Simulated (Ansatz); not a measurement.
This script drives the Ansatz DFT code, driven from Python.

`transition_cu.py`
```python
"""Enthalpies of two structures of Cu under pressure."""

import csv
import warnings

import ansatz as az
import numpy as np


def sc(A, a):
    return (
        az.Lattice.cubic(a)
        .space_group(221)
        .atom(A, (0, 0, 0))
    )


def diamond(A, a):
    return az.Crystal.diamond(A, a=a)


def compute(name, crystal, pressure=0.0):
    calc = (
        crystal.calculation()
        .functional("pbe")
        .basis(520)
        .kpoints(spacing=0.16)
        .occupations("fermi_dirac", width=0.05)
    )
    calc = calc.relax(force_tolerance=0.01, max_steps=60, cell=True, pressure=pressure)
    return calc.run(threads=1)


def volume_per_atom(outcome):
    return abs(np.linalg.det(outcome.lattice.cell_ang)) / len(outcome.lattice.sites)


def main() -> None:
    warnings.simplefilter("ignore", az.DeckWarning)

    phases = {}
    phases["sc"] = sc("Cu", 2.35)
    phases["diamond"] = diamond("Cu", 4.97)

    # enthalpy per atom at each pressure
    pressures = [0, 20, 40, 60]
    enthalpy, volume = {name: [] for name in phases}, {name: [] for name in phases}
    for p in pressures:
        for name, crystal in phases.items():
            o = compute(name, crystal, pressure=p)
            volume[name].append(volume_per_atom(o))
            enthalpy[name].append(o.report["energy_sigma0_ev"] / len(o.lattice.sites) + p * volume[name][-1] / 160.21766)
    gap = np.array(enthalpy["diamond"]) - np.array(enthalpy["sc"])
    rows = [(p, va, vb, 1000 * d) for p, va, vb, d in zip(pressures, volume["sc"], volume["diamond"], gap)]
    with open("transition.csv", "w", newline="") as handle:
        writer = csv.writer(handle)
        writer.writerow(["P (GPa)", "V sc (A^3/atom)", "V diamond (A^3/atom)", "H(diamond) - H(sc) (meV/atom)"])
        writer.writerows([round(v, 4) if isinstance(v, float) else v for v in row] for row in rows)
    print(open("transition.csv").read())
    crossings = [p0 - g0 * (p1 - p0) / (g1 - g0) for p0, p1, g0, g1 in zip(pressures, pressures[1:], gap, gap[1:]) if g0 * g1 < 0]
    print("crossing near", [round(float(p), 1) for p in crossings], "GPa") if crossings else print("no crossing in this range")


if __name__ == "__main__":
    main()
```

It is started by `python transition_cu.py`. Estimate its wall time and peak memory on 1 thread of AMD EPYC 9R45 96-Core Processor (Zen 5), with other jobs on the host.

It took about 49 s, with a peak of 0.54 GiB, for 8 runs of the engine.

```console
$ python transition_cu.py
P (GPa),V sc (A^3/atom),V diamond (A^3/atom),H(diamond) - H(sc) (meV/atom)
0,13.9374,19.1599,568.9707
20,12.1361,15.4655,1073.19
40,11.1397,13.8326,1444.738
60,10.453,12.7909,1757.0069

no crossing in this range
```

Reading the output:
- Spin is left out of this run.
- At a fixed pressure a relaxation lowers the enthalpy F + PV, while F alone can rise.
- Only these two structures are compared, at zero temperature and with their symmetry kept; either may be hypothetical, and another phase may be lower than both. Differences under 10 to 15 meV an atom lie within the error of mesh and functional.
- The cells are prototypes set up for this calculation and needn't exist.
